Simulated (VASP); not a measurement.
## NaH: relaxation of the atoms with HSEsol

Crystal: NaH.

```
Na H
1.0
     0.00000    2.47211    2.47211
     2.47211    0.00000    2.47211
     2.47211    2.47211    0.00000
Na H
1 1
Direct
  0.00000 0.00000 0.00000
  0.50000 0.50000 0.50000
```

The cell isn't the ideal one: volume scaled by 1.04.

```json
{
  "Program": "VASP 6.6.1",
  "Task": "relaxation of the atoms",
  "Functional": "HSEsol",
  "Potentials or basis": "VASP PAW PBE potentials, release 64 (Na_pv, H)",
  "Cutoff": "520 eV",
  "k mesh": "5 × 5 × 5",
  "Occupations": "fermi-dirac, width 0.05 eV",
  "Spin": "no spin polarisation",
  "Grid for exact exchange (PRECFOCK)": "Normal",
  "Atoms held fixed (from 0)": "[0]",
  "Further INCAR settings": "ALGO = Normal; EDIFF = 1e-06; IBRION = 2; EDIFFG = -0.01; NSW = 40"
}
```

```json
{
 "Pressure after relaxing": "-2.1 GPa",
 "Band gap on the k mesh": "5.39 eV, indirect (least direct gap 5.92 eV)"
}
```

Final structure:
```xyz
2
Lattice="0.0000 2.4721 2.4721 2.4721 0.0000 2.4721 2.4721 2.4721 0.0000" Properties=species:S:1:pos:R:3 pbc="T T T"
Na    0.0000    0.0000    0.0000
H     2.4721    2.4721    2.4721
```

Levels at points of the mesh, in eV from the valence-band top:
```tsv
k point	band 1	band 2	band 3	band 4	band 5	band 6	band 7	band 8
(0.00, 0.00, 0.00)	-24.39	-24.39	-24.39	-3.72	11.45	16.42	16.42	16.42
```

Run time: 40 s on 1 thread of Intel(R) Xeon(R) 6975P-C (Granite Rapids), with other jobs on the host, peak memory 0.25 GiB.

Caveat: the k mesh is coarse (spacing up to 0.44 Å⁻¹), so the values aren't converged, least of all with exact exchange; the relaxation stopped at its first step, so nothing moved; the PAW data sets were made with another functional, which shifts forces and pressure a little; an odd mesh through Γ misses points on the zone boundary, where band edges often lie.
